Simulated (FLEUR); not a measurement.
BaTiO3 under changes of volume

One of the cells (12.858 Å³/atom); the others are scaled copies at fixed shape and fractional positions:

```xyz
5
Lattice="4.0060 0.0000 0.0000 0.0000 4.0060 0.0000 0.0000 0.0000 4.0060" Properties=species:S:1:pos:R:3 pbc="T T T"
Ba    2.0030    2.0030    2.0030
Ti    0.0000    0.0000    0.0000
O     0.0000    0.0000    2.0030
O     0.0000    2.0030    0.0000
O     2.0030    0.0000    0.0000
```

- Program: FLEUR MaX-R8.1 (later development tree)
- Functional: PBEsol
- Potentials or basis: all-electron
- Basis: FLAPW
- Kmax: 5.08 1/bohr
- k mesh: 7 × 7 × 7
- Occupations: fermi-dirac, width 0.05 eV
- Spin: no spin polarisation

```csv
volume (Å³/atom),energy over the lowest point (meV/atom),gap on the mesh (eV)
12.086,?,?
12.343,0.92,1.90
12.601,0.00,1.86
12.858,4.90,1.82
13.115,14.81,1.77
13.372,29.29,1.73
13.629,47.83,1.69
```

Task: What does the run at 12.086 Å³/atom give?

Result: Energy over the lowest point 8.36 meV/atom; gap on the mesh 1.91 eV.

Worked out: A Birch-Murnaghan fit of order 3 (a polynomial in V^(-2/3)) to the other rows has its minimum at 12.51 Å³/atom with B0 = V·E''(V) = 181 GPa and B' = 4.6. It gives 8.24 meV/atom at 12.086 Å³/atom, against the run's 8.36. A straight line through the other rows of the gap, of slope -2.15 eV per unit of ln V, extrapolates to 1.95 eV, against the run's 1.91.

Energies are extrapolated to zero smearing.

Caveats: spin-orbit coupling is left out, which moves the levels of the heavy elements; an odd mesh through Γ misses points on the zone boundary, where band edges often lie.
